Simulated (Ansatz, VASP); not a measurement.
InSb in VASP and in Ansatz

File INCAR:

```
PREC     = Accurate       # precision mode
ENCUT    = 520            # plane-wave cutoff, eV
EDIFF    = 1E-7           # SCF threshold, eV
ISMEAR   = -1             # smearing method
SIGMA    = 0.1            # smearing width, eV
LREAL    = False          # projectors in reciprocal space
LASPH    = True           # aspherical terms in the spheres
NELM     = 80             # most SCF steps
ALGO     = Normal         # electronic algorithm
ISIF     = 2              # what is computed and relaxed
LWAVE    = False          # write WAVECAR
LCHARG   = False          # write CHGCAR
GGA      = CA             # functional
NBANDS   = 16             # bands
```

KPOINTS

```
Automatic mesh
0
Gamma
  11 11 11
```

File POSCAR:

```
InSb
1.0
    0.0000000000      3.1591099571      3.1591099571
    3.1591099571      0.0000000000      3.1591099571
    3.1591099571      3.1591099571      0.0000000000
In Sb
1 1
Direct
    0.0000000000      0.0000000000      0.0000000000
    0.2500000000      0.2500000000      0.2500000000
```

Input for Ansatz:

```yaml
crystal:
  lattice:
    - [0.0, 3.1591099571, 3.1591099571]
    - [3.1591099571, 0.0, 3.1591099571]
    - [3.1591099571, 3.1591099571, 0.0]
  atoms:
    - { symbol: In, position: [0.0, 0.0, 0.0] }
    - { symbol: Sb, position: [0.25, 0.25, 0.25] }
kpoints:
  mp_grid: { grid: [11, 11, 11] }
scf:
  occupations: { method: fermi_dirac, width: 0.1 }
hamiltonian:
  xc: lda
  pseudopotentials: { kind: all_electron, lapw: { basis_error: 0.001 } }
output:
  forces: true
  stress: true
  eigenvalues: true
  populations: true
```

Change from the starting cell: volume scaled by 0.94, LAPW.

Alike in both runs: task single point; functional LDA; k mesh 11 × 11 × 11; occupations fermi-dirac, width 0.1 eV; no spin polarisation.

```csv
,VASP,Ansatz
version,VASP 6.6.1,Ansatz 0.2.0
potentials or method,"VASP PAW LDA potentials, release 64 (In_d, Sb)","all-electron LAPW, scalar-relativistic"
plane-wave cutoff (eV),520,see its input
```

Ansatz gave:

* pressure (GPa): 3.4

Question: Estimate VASP's values.

Answer: Pressure (GPa): 3.5.

Ansatz ran all-electron here, so the differences hold the error of VASP's frozen core and of both bases.

The runs have no spin-orbit coupling, so splittings on Sb are missing.
